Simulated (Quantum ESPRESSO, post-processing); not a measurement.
# O on fcc sites of Ag(111), stepped through the coverage, part 2 of 2

Wanted: a table for O on fcc sites of Ag(111) against the coverage, and what can be fitted to it.

Quantum ESPRESSO 7.5; plane-wave DFT, PBE, GBRV ultrasoft pseudopotentials.

So far. Step 8 (Self-consistent run, 0.1111 ML): Inside the slab this potential holds the local part of the pseudopotentials, which can be repulsive at the nuclei; only its value in the vacuum has a meaning of its own. Step 9 (Relaxing the ions, 0.75 ML): The relaxation lowers the energy by 7 meV an atom. On the free atoms the largest force ends at 0.037 eV/Å.

## (10) SCF with pw.x, 0.75 ML

The input, m7.esm.in:

```
&control
  prefix = 'm7.esm'
  outdir = './out'
  pseudo_dir = './pseudo'
  calculation = 'scf'
  tprnfor = .true.
/
&system
  ibrav = 0
  nat = 15
  ntyp = 2
  ecutwfc = 40
  ecutrho = 200
  occupations = 'smearing'
  smearing = 'mv'
  degauss = 0.02
  assume_isolated = 'esm'
  esm_bc = 'bc1'
/
&electrons
  conv_thr = 1e-07
  mixing_beta = 0.25
  electron_maxstep = 160
  mixing_mode = 'local-TF'
  mixing_ndim = 12
/
ATOMIC_SPECIES
  Ag  107.8682  ag_pbe_v1.4.uspp.F.UPF
  O   15.9990  o_pbe_v1.2.uspp.F.UPF
CELL_PARAMETERS angstrom
  5.86354545637736 0.00000000000000 0.00000000000000
  2.93177272818868 5.07797932146761 0.00000000000000
  0.00000000000000 0.00000000000000 20.28747895530520
ATOMIC_POSITIONS crystal
  Ag  0.000000000000 0.500000000000 -0.147998854650
  Ag  0.500000000000 0.000000000000 -0.147998854650
  Ag  0.500000000000 0.500000000000 -0.147998854650
  Ag  0.000000000000 0.000000000000 -0.147998854650
  Ag  0.166666666700 0.666666666700 -0.030005760850
  Ag  0.666666666700 0.166666666700 -0.030005760850
  Ag  0.666666666700 0.666666666700 -0.030005760850
  Ag  0.166666666700 0.166666666700 -0.030005760850
  Ag  0.841907136700 0.316185726500 0.086649874250
  Ag  0.316185726500 0.841907136700 0.086649874250
  Ag  0.333333333300 0.333333333300 0.086133886750
  Ag  0.841907136700 0.841907136700 0.086649874250
  O   -0.011132044500 0.505566022300 0.147998854650
  O   0.505566022300 -0.011132044500 0.147998854650
  O   0.505566022300 0.505566022300 0.147998854650
K_POINTS automatic
  5 5 1 0 0 0
```

The run is started by

```
OMP_NUM_THREADS=1 mpirun -n 16 pw.x -nk 2 -in m7.esm.in > m7.esm.out
```

Wall time 2.3 min (16 MPI ranks of Arm Neoverse V2, shared host); peak memory 2 GiB.

This step gave:

| Property | Result |
| --- | --- |
| free energy | -49573.0140 eV |
| Fermi energy | -6.043 eV |
| vacuum line at the lower end of the cell, over the Fermi level | 4.471 eV |
| vacuum line at the upper end of the cell, over the Fermi level | 7.615 eV |

Inside the slab this potential holds the local part of the pseudopotentials, which can be repulsive at the nuclei; only its value in the vacuum has a meaning of its own.

## (11) Relaxation with pw.x, 1 ML

System of this step: Ag(111), 3 layers, 1 sites a cell, 1 O on fcc sites. The cell holds 4 atoms: 3 Ag and 1 O. Its edges and angles: a = 2.932 Å, b = 2.932 Å, c = 20.287 Å, α = 90.0°, β = 90.0°, γ = 60.0°. It derives from Ag. Vacuum lies along c.

The input, m8.relax.in:

```
&control
  prefix = 'm8.relax'
  outdir = './out'
  pseudo_dir = './pseudo'
  nstep = 70
  forc_conv_thr = 0.0015
  calculation = 'relax'
/
&system
  ibrav = 0
  nat = 4
  ntyp = 2
  ecutwfc = 40
  ecutrho = 200
  occupations = 'smearing'
  smearing = 'mv'
  degauss = 0.02
/
&electrons
  conv_thr = 1e-07
  mixing_beta = 0.3
  electron_maxstep = 120
  mixing_mode = 'local-TF'
/
&ions
/
ATOMIC_SPECIES
  Ag  107.8682  ag_pbe_v1.4.uspp.F.UPF
  O   15.9990  o_pbe_v1.2.uspp.F.UPF
CELL_PARAMETERS angstrom
  2.93177272818868 0.00000000000000 0.00000000000000
  1.46588636409434 2.53898966073381 0.00000000000000
  0.00000000000000 0.00000000000000 20.28747895530520
ATOMIC_POSITIONS crystal
  Ag  0.000000000000 0.000000000000 0.349777563471 0 0 0
  Ag  0.333333333400 0.333333333400 0.467770657334 0 0 0
  Ag  0.666666666700 0.666666666700 0.585763751197
  O   0.000000000000 0.000000000000 0.650222436529
K_POINTS automatic
  9 9 1 0 0 0
```

The run is started by

```
OMP_NUM_THREADS=1 mpirun -n 16 pw.x -nk 4 -in m8.relax.in > m8.relax.out
```

Elapsed: 35 s, on 16 MPI ranks; peak memory 0.98 GiB; 9.3 min of CPU time.

Relaxation path:

```csv
step,energy less that of the first step (eV),largest force (eV/Å)
1,0.0000,0.1500
2,-0.0004,0.1274
3,-0.0008,0.1016
4,-0.0013,0.0706
5,-0.0018,0.0897
6,-0.0024,0.1255
7,-0.0030,0.1427
8,-0.0037,0.1250
9,-0.0043,0.0608
10,-0.0045,0.0175
```

The atoms that moved most (Å):

```csv
atom,dx,dy,dz,length
O4,0.000,0.000,-0.067,0.067
Ag3,0.000,0.000,-0.045,0.045
```

The relaxation lowers the energy by 1 meV an atom. On the free atoms the largest force ends at 0.017 eV/Å.

Numbers from this step:

| Quantity | Value |
| --- | --- |
| free energy | -12502.1321 eV |
| Fermi energy | 2.279 eV |

## (12) Self-consistent run, 1 ML

The input, m8.esm.in:

```
&control
  prefix = 'm8.esm'
  outdir = './out'
  pseudo_dir = './pseudo'
  calculation = 'scf'
  tprnfor = .true.
/
&system
  ibrav = 0
  nat = 4
  ntyp = 2
  ecutwfc = 40
  ecutrho = 200
  occupations = 'smearing'
  smearing = 'mv'
  degauss = 0.02
  assume_isolated = 'esm'
  esm_bc = 'bc1'
/
&electrons
  conv_thr = 1e-07
  mixing_beta = 0.25
  electron_maxstep = 160
  mixing_mode = 'local-TF'
  mixing_ndim = 12
/
ATOMIC_SPECIES
  Ag  107.8682  ag_pbe_v1.4.uspp.F.UPF
  O   15.9990  o_pbe_v1.2.uspp.F.UPF
CELL_PARAMETERS angstrom
  2.93177272818868 0.00000000000000 0.00000000000000
  1.46588636409434 2.53898966073381 0.00000000000000
  0.00000000000000 0.00000000000000 20.28747895530520
ATOMIC_POSITIONS crystal
  Ag  0.000000000000 0.000000000000 -0.148561567000
  Ag  0.333333333400 0.333333333400 -0.030568473200
  Ag  0.666666666700 0.666666666700 0.085195521400
  O   0.000000000000 0.000000000000 0.148561567000
K_POINTS automatic
  9 9 1 0 0 0
```

The run is started by

```
OMP_NUM_THREADS=1 mpirun -n 16 pw.x -nk 4 -in m8.esm.in > m8.esm.out
```

It took 12 s on 16 MPI ranks; peak memory 0.98 GiB.

This step gave:

```
free energy                                                    : -12502.1051 eV
Fermi energy                                                   : -6.314 eV
vacuum line at the lower end of the cell, over the Fermi level : 4.349 eV
vacuum line at the upper end of the cell, over the Fermi level : 8.279 eV
```

Inside the slab this potential holds the local part of the pseudopotentials, which can be repulsive at the nuclei; only its value in the vacuum has a meaning of its own.

## (13) The series side by side

The series in one table:

```csv
the coverage,"adsorption energy an atom, from the free molecule (eV)",work function of the upper face (eV),work function of the lower face (eV)
0 ML,-,4.556,4.556
0.1111 ML,-,4.981,4.473
0.1667 ML,-,5.307,4.534
0.25 ML,-,5.617,4.507
0.3333 ML,-,6.232,4.473
0.5 ML,0.1605,6.722,4.594
0.6667 ML,0.3894,7.283,4.441
0.75 ML,0.7385,7.615,4.471
1 ML,1.07,8.279,4.349
```

## (14) The arithmetic

At 1 ML: E_ads = [-12502.1051 − 1 × (-12065.7038)]/1 − (-874.9428)/2 = 1.070 eV. Cells and meshes differ along the series, and any error of the slab's energy is multiplied by the number of slab cells an adsorbate, so no value is given under half a monolayer.

## (15) Summary of results

* adsorption energy an atom, from the free molecule, at 0.5 ML and at 1 ML: 0.16, 1.07 eV
* work function of the upper face, at 0 ML and at 1 ML: 4.56, 8.28 eV

What this shows: The series holds 9 members (PBE, GBRV ultrasoft). From 0.5 ML to 1 ML the adsorption energy an atom, from the free molecule rises from 0.16 to 1.07 eV. From 0 ML to 1 ML the work function of the upper face rises from 4.56 to 8.28 eV. The untouched lower face should keep its work function but moves by 0.25 eV, since the slab is thin and cells, meshes or relaxed layers differ between members; changes of the upper face are uncertain by about as much. Thin slabs, one site and one ordered pattern a coverage; no reconstruction or subsurface sites; meshes differ a little between cells.

[Logs are printed without paths, hosts, clocks, repeated set-up lines and the standing remarks that a program may print on its own settings, such as how far it seeks lower states.]

[Hosts, paths, dates, database ids (printed as entryN), source tags and the programs' standing remarks are cut or masked in the printed files.]

[Maps of the electrostatic potential energy from Ansatz leave out the sawtooth potential of an applied field or a dipole correction, so their vacuum need not be flat; planar profiles and work functions include it.]
